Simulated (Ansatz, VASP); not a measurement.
# InSe in two plane-wave programs

One calculation is typed for both programs; each brings its own data sets. How far apart do they land? The cell is taken from a series of runs on this material, whose earlier steps may have relaxed, scaled, displaced or heated it; both programs get it as it stands.

Program: Ansatz 0.2.0. Level of theory: plane waves, with VASP 6.6.1 beside it; single point at PBEsol, spin-orbit coupling. Results are calculated unless marked as measured.

### Step 1. The structure

The cell holds 8 atoms: 4 In and 4 Se. Its edges and angles: a = 3.957 Å, b = 3.957 Å, c = 50.100 Å, α = 90.0°, β = 90.0°, γ = 120.0°. It derives from In1Se1. Vacuum lies along c.

### Step 2. Ansatz: single point, PBEsol, spin-orbit coupling

Ansatz runs on its PAW fully relativistic soft_1 files.

With cell and atoms fixed, the geometry can't cause a difference; cores, projectors, grids and the points listed under the comparison can.

The input, input.yaml:

```yaml
crystal:
  lattice:
    - [3.9571502013, 0.0, 0.0]
    - [-1.9785751006, 3.4269926009, 0.0]
    - [0.0, 0.0, 50.1]
  atoms:
    - { symbol: In, position: [0.3333333333, 0.6666666667, 0.446724869] }
    - { symbol: In, position: [0.3333333333, 0.6666666667, 0.3917908252] }
    - { symbol: Se, position: [0.6666666667, 0.3333333333, 0.472484368] }
    - { symbol: Se, position: [0.6666666667, 0.3333333333, 0.3659191446] }
    - { symbol: In, position: [0.6666666667, 0.3333333333, 0.6082105793] }
    - { symbol: In, position: [0.6666666667, 0.3333333333, 0.553272518] }
    - { symbol: Se, position: [0.0, 0.0, 0.6340808554] }
    - { symbol: Se, position: [0.0, 0.0, 0.5274798219] }
  periodic: [true, true, false]
kpoints:
  mp_grid: { grid: [6, 6, 1] }
  band_path:
    path:
      - [0.0, 0.0, 0.0]
      - [0.5, 0.0, 0.0]
      - [0.3333333333, 0.3333333333, 0.0]
      - [0.0666666667, 0.0666666667, 0.0]
    npoints: 1
hamiltonian:
  xc: pbesol
  pseudopotentials: { kind: paw_fr, azcp: { folder: soft_1 }, xc_functional: pbe }
scf:
  occupations: { method: fermi_dirac, width: 0.02 }
  n_extra_bands: 12
magnetization:
  noncollinear: true
  spin_orbit: true
output:
  eigenvalues: true
  forces: true
  stress: true
```

On the command line:

```sh
ansatz run input.yaml --threads 2 --pin off --max-ram 92160MiB --backend cuda --events-out ev --progress --plain --runs-dir out --devices 1 --max-vram 13GiB
```

Numbers of over 12 decimals in the logs are rounded to 6 here.

The log of the run:

```text
scf.n_extra_bands = 12 over 116 filled bands (N_el = 116.0): the run solves 128 bands
GPUs: using 1 of 1 available (devices: 1).
Engine: ansatz 0.2.0, x86_64-unknown-linux-gnu
Pseudopotentials: kind: paw_fr
Pseudopotential: In, paw, valence charge 13, recommended cutoff 420 eV (normal), soft_1/In.paw.azcp
Pseudopotential: Se, paw, valence charge 16, recommended cutoff 420 eV (normal), soft_1/Se.paw.azcp
Functional definition: PBEsol
  exchange = pbesol_x
  correlation = pbesol_c
non-collinear run that drives no moment, with spin-orbit: no starting moment large enough to seed its density (crystal.atoms[].spin), no starting occupations that ask for one, no magnetisation constraint and no magnetic field, so the semilocal B_xc is pinned to zero
device memory: the entry about to start is reckoned to put 7.0 GiB on a device that reports 37.5 GiB free (of which the cap on the GPU budget leaves the run 13.0 GiB)
GPU FFT provider: cuFFT
GPU libraries: cuBLAS 13.8.2, cuFFT 12.4.0, cuSOLVER 12.3.4
Crystal: 8 atoms, lattice volume = 679.412 Å³
Basis set: ecut = 420 eV, 13463 PW (Γ), exchange–correlation on 54×54×720 points (8 copies of the dense FFT grid, shifted against one another)
Bands: 128, of which v1, the nominal top of the filled ones, is band 116 counted from 1 (115 counted from 0)
Symmetry: 6 space group operations + 6 with time reversal
Magnetic group: BNS 156.50 (UNI 1280), of the structure as read, at distance tolerance 8.8e-5 Å
k-points: 7 of 36 (time reversal used)
Projection manifold: j_resolved (fully-relativistic pseudo-atomic orbitals)
Non-local potential: In, projectors of the file, resolved by j, l = 0: 2, l = 1: 4, l = 2: 4, l = 3: 2
Non-local potential: Se, projectors of the file, resolved by j, l = 0: 2, l = 1: 4, l = 2: 6, l = 3: 2
PAW form: soft (Blöchl's): semilocal exchange-correlation on the pseudo side does not see the compensation charge
PAW frozen core: In, regenerated for the run's functional, and the local potential with it (the file was generated under x = pbe(κ = 0.804, μ = 0.219515), c = pbe(β = 0.066725))
PAW frozen core: Se, regenerated for the run's functional, and the local potential with it (the file was generated under x = pbe(κ = 0.804, μ = 0.219515), c = pbe(β = 0.066725))
PAW one-centre angular grid: In, 590 points (default); XC on 64 Gauss nodes
PAW one-centre angular grid: Se, 590 points (default); XC on 64 Gauss nodes
Initial density: superposition of atomic densities (neutral atoms: chi_scale 0, normalization atom)
Initial wavefunctions: pseudopotential atomic-orbital guess
GPU buffer pool allocated for 262440 grid points (all kernels)
GPU transforms: local potential and band sums: pruned to the plane-wave sphere, on 25×27×360
Functional: x = pbesol(κ = 0.804, μ = 0.123457), c = pbesol(β = 0.046)
iter 1 solved again at ethr=2.89e-3 eV; its pass at ethr=3.10e-3 eV (dr2=3.35e0 eV) is discarded
SCF iter   1: F=—  HF=-43811.520782 eV  |F-HF|=—  |Δ(HF+E_count)|=         —  Δρ=1.67e-2  dr2=3.34e0  dr2_m=0.00e0 (ungated)  ethr=2.89e-3  |M|=0.00e0 ∫|m|=0.00e0 μB  |m|>n=0.0e0 m-floor=0.0e0 τ_xc=0.0e0  β_m=0.30  ⟨swp⟩=1.0  Hψ=6341  notcnv=0
preconditioner: auto → Resta (q_TF=auto, 2.032 Å⁻¹)  ε∞=2.0  [insulator: Δε(μ)=1.302 eV  Ē_g=12.471 eV  σ=0.020 eV  W_gap=1.00  n_scr=110 (ndim 8)  ℏωp=12.4 eV  f_vac=0.661  D(μ)=0.00/eV (n_scr^D=0)  ε∞_Penn≈2.0  vacuum switching on, ρ_ref=1.1e-2 e/Å³]
spin=Noncollinear: Resta preconditioning applied to the charge; magnetization (m_x, m_y, m_z) channels mix plain (no charge-response kernel on spin).
SCF iter   2: F=—  HF=-43810.788780 eV  |F-HF|=—  |Δ(HF+E_count)|=   7.32e-1  Δρ=1.05e-2  dr2=8.68e-1  dr2_m=0.00e0 (ungated)  ethr=2.88e-3  |M|=0.00e0 ∫|m|=0.00e0 μB  |m|>n=0.0e0 m-floor=0.0e0 τ_xc=0.0e0  β_m=0.44  ⟨swp⟩=2.9  Hψ=1149  notcnv=0
SCF iter   3: F=—  HF=-43810.647532 eV  |F-HF|=—  |Δ(HF+E_count)|=   1.41e-1  Δρ=4.94e-3  dr2=1.17e-1  dr2_m=0.00e0 (ungated)  ethr=7.48e-4  |M|=0.00e0 ∫|m|=0.00e0 μB  |m|>n=0.0e0 m-floor=0.0e0 τ_xc=0.0e0  β_m=0.50  ⟨swp⟩=2.6  Hψ=1768  notcnv=0  defer=32
SCF iter   4: F=—  HF=-43810.634489 eV  |F-HF|=—  |Δ(HF+E_count)|=   1.30e-2  Δρ=1.69e-3  dr2=2.31e-2  dr2_m=0.00e0 (ungated)  ethr=1.01e-4  |M|=0.00e0 ∫|m|=0.00e0 μB  |m|>n=0.0e0 m-floor=0.0e0 τ_xc=0.0e0  β_m=0.56  ⟨swp⟩=3.3  Hψ=1641  notcnv=0  defer=32
SCF iter   5: F=—  HF=-43810.639955 eV  |F-HF|=—  |Δ(HF+E_count)|=   5.47e-3  Δρ=7.31e-4  dr2=5.29e-2  dr2_m=0.00e0 (ungated)  ethr=1.99e-5  |M|=0.00e0 ∫|m|=0.00e0 μB  |m|>n=0.0e0 m-floor=0.0e0 τ_xc=0.0e0  β_m=0.41  ⟨swp⟩=3.1  Hψ=1536  notcnv=0  defer=32
SCF iter   6: F=—  HF=-43810.634599 eV  |F-HF|=—  |Δ(HF+E_count)|=   5.36e-3  Δρ=2.87e-4  dr2=4.85e-4  dr2_m=0.00e0 (ungated)  ethr=1.99e-5  |M|=0.00e0 ∫|m|=0.00e0 μB  |m|>n=0.0e0 m-floor=0.0e0 τ_xc=0.0e0  β_m=0.65  ⟨swp⟩=2.4  Hψ=1309  notcnv=0  defer=32
[...]
SCF iter  10: F=—  HF=-43810.634667 eV  |F-HF|=—  |Δ(HF+E_count)|=   4.32e-4  Δρ=9.86e-6  dr2=3.61e-6  dr2_m=0.00e0 (ungated)  ethr=4.67e-9  |M|=0.00e0 ∫|m|=0.00e0 μB  |m|>n=0.0e0 m-floor=0.0e0 τ_xc=0.0e0  β_m=0.64  ⟨swp⟩=3.7  Hψ=2223  notcnv=0  defer=32
SCF iter  11: F=—  HF=-43810.634666 eV  |F-HF|=—  |Δ(HF+E_count)|=   4.65e-7  Δρ=4.28e-6  dr2=6.95e-7  dr2_m=0.00e0 (ungated)  ethr=3.11e-9  |M|=0.00e0 ∫|m|=0.00e0 μB  |m|>n=0.0e0 m-floor=0.0e0 τ_xc=0.0e0  β_m=0.56  ⟨swp⟩=2.9  Hψ=1610  notcnv=0  defer=32
SCF iter  12: F=-43810.634666 eV  HF=-43810.634666 eV  |F-HF|=2.95e-9  |Δ(HF+E_count)|=   4.24e-8  Δρ=1.57e-6  dr2=2.92e-8  dr2_m=0.00e0 (ungated)  ethr=8.62e-11  |M|=0.00e0 ∫|m|=0.00e0 μB  |m|>n=0.0e0 m-floor=0.0e0 τ_xc=0.0e0  ⟨swp⟩=14.3  Hψ=5318  notcnv=0
SCF 1 converged in 12 iterations: F = -43810.634666 eV  dr2 = 2.92e-8
  greatest PAW one-centre occupation: 0.999 electrons in one spin orbital (limit 2), on the Se atom at site 2 (counted from 0), in its partial waves of l = 2
device memory: the entry about to start is reckoned to put 4.2 GiB on a device that reports 36.7 GiB free (of which the cap on the GPU budget leaves the run 13.0 GiB)
NSCF: frozen V_eff on 4 k-points
SCF converged after 12 iterations
Magnetization: |M| = 0.0000 μB,  M = (+0.0000, +0.0000, +0.0000) μB
Absolute magnetization: 0.0000 μB (∫|m|)
  site 0: m = (+0.0000, +0.0000, +0.0000) μB, |m| = 0.0000 μB  (R = 1.08 Å)
  site 1: m = (+0.0000, +0.0000, +0.0000) μB, |m| = 0.0000 μB  (R = 1.08 Å)
  site 2: m = (+0.0000, +0.0000, +0.0000) μB, |m| = 0.0000 μB  (R = 1.08 Å)
  site 3: m = (+0.0000, +0.0000, +0.0000) μB, |m| = 0.0000 μB  (R = 1.08 Å)
  site 4: m = (+0.0000, +0.0000, +0.0000) μB, |m| = 0.0000 μB  (R = 1.08 Å)
  site 5: m = (+0.0000, +0.0000, +0.0000) μB, |m| = 0.0000 μB  (R = 1.08 Å)
  site 6: m = (+0.0000, +0.0000, +0.0000) μB, |m| = 0.0000 μB  (R = 1.08 Å)
  site 7: m = (+0.0000, +0.0000, +0.0000) μB, |m| = 0.0000 μB  (R = 1.08 Å)
Free energy (F): -43810.634666 eV
Harris-Foulkes:  -43810.634666 eV  (|F-HF|=2.95e-9)
Internal energy: -43810.634666 eV  (E = F + TS)
E sigma→0 (E₀):  -43810.634666 eV
Fermi energy:    -5.021673 eV
--- Per-component energies (eV) ---
  E_band       = -3276.254505
  E_kinetic    = 1320.326448
  E_local      = -662067.484167  (includes V_loc(G=0)·N_el)
  E_nonlocal   = -94.106612
  E_hartree    = 330077.387869
  E_xc         = -904.826979
  E_vxc        = -719.515132  (∫ρ·V_xc dr)
  E_paw        = -24908.984125  (= ΣΔE_a)
  E_vpaw       = -1870.256727  (= ΣTr[D̂ρ^β])
  E_aug_tail   = -0.000929  (compensation charges beyond the density's cutoff)
  E_ewald      = 312762.050394
  E_core_change = 5.003435  (= ΣΔE_core)
  E_smearing   = -0.000000  (= −TS)
  E_closure    = -0.000000  (closes the sum)
  Σ components = -43810.634666   (vs F -43810.634666, Δ=0.00e0)
--- Forces (eV/Å), atoms counted from 1 ---
  atom   1  In    -0.00000000     0.00000000    -0.03578039
  atom   2  In    -0.00000000    -0.00000000    -0.04676612
  atom   3  Se     0.00000000    -0.00000000    -0.00893916
  atom   4  Se    -0.00000000    -0.00000000    -0.05874310
  atom   5  In    -0.00000000    -0.00000000     0.04713914
  atom   6  In    -0.00000000    -0.00000000     0.03856311
  atom   7  Se     0.00000000     0.00000000     0.05862820
  atom   8  Se    -0.00000000     0.00000000     0.00585191
  max |Σ_I F_I| component: 4.64e-5 eV/Å
--- 2D stress c σ (N/m, compression-positive) ---
        2.366750       0.000000       0.000000
        0.000000       2.366750       0.000000
        0.000000       0.000000       0.000000
  P = ½ c Tr σ = 2.3668 N/m
--- Band table (eV; the first three rows and the last of 7) ---
  k-point 0: bands = [... 112 lower, -6.1185, -6.1185, -5.6508, -5.6508, -4.4584, -4.4584, -3.6673, -3.6673, ... 8 higher]
  k-point 1: bands = [... 112 lower, -6.1839, -6.1827, -5.6252, -5.6184, -3.3765, -3.3758, -3.1200, -3.1138, ... 8 higher]
  k-point 2: bands = [... 112 lower, -6.4782, -6.4670, -6.2775, -6.2692, -3.7222, -3.7155, -3.4731, -3.4691, ... 8 higher]
  k-point 6: bands = [... 112 lower, -7.1974, -7.1022, -6.9483, -6.8919, -3.6605, -3.6264, -3.5265, -3.5122, ... 8 higher]
```

[end of part 1 of 2]

[Lines on the potential files, build, host, timing and source positions are cut from VASP's logs without a mark.]

[Logs are printed without paths, hosts, clocks, repeated set-up lines and the standing remarks that a program may print on its own settings, such as how far it seeks lower states.]

[Hosts, paths, dates, database ids (printed as entryN), source tags and the programs' standing remarks are cut or masked in the printed files.]
